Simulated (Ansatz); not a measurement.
Crystal: GaSb.

```
Sb Ga
1.0
    -2.75343    2.75343    1.59071
     2.75343   -2.75343    1.59071
     2.75343    2.75343   -1.59071
Sb Ga
1 1
Direct
  0.00000 0.00000 0.00000
  0.75000 0.25000 0.50000
```

Measurements of this composition are mostly on another form, of space group No. 216.

```yaml
Program: Ansatz 0.2.0
Task: relaxation of cell and atoms
Functional: PBEsol
Potentials_or_basis: all-electron LAPW, relativistic spinors
Basis_error_allowed: 0.001 eV/atom
k_mesh: 7 × 7 × 7
Occupations: fermi-dirac, width 0.05 eV
Spin: spin-orbit coupling, no magnetisation
```

At the start: volume 24.12 Å³/atom.

Question: Where does the relaxation end?

Answer: Over 5 steps the energy falls by 18.4 meV/atom and the volume is 22.81 Å³/atom (-5.4 %); space group I-4m2 (No. 119, to 0.05 Å).

Step by step:
```tsv
step	energy change (eV)	largest force (eV/Å)	volume (Å³)
1	0.0000	0.0000	48.24
2	-0.0341	0.0000	44.88
3	-0.0365	0.0000	45.73
4	-0.0367	0.0000	45.62
5	-0.0367	0.0000	45.62
```

Final structure:
```yaml
crystal:
  lattice:
    - [-2.73329, 2.73329, 1.52667]
    - [2.73329, -2.73329, 1.52667]
    - [2.73329, 2.73329, -1.52667]
  atoms:
    - { symbol: Sb, position: [0.00000, 0.00000, 0.00000] }
    - { symbol: Ga, position: [0.75000, 0.25000, 0.50000] }
```

Caveat: the k mesh is thin for a metal, which can move the energy by tens of meV per atom.
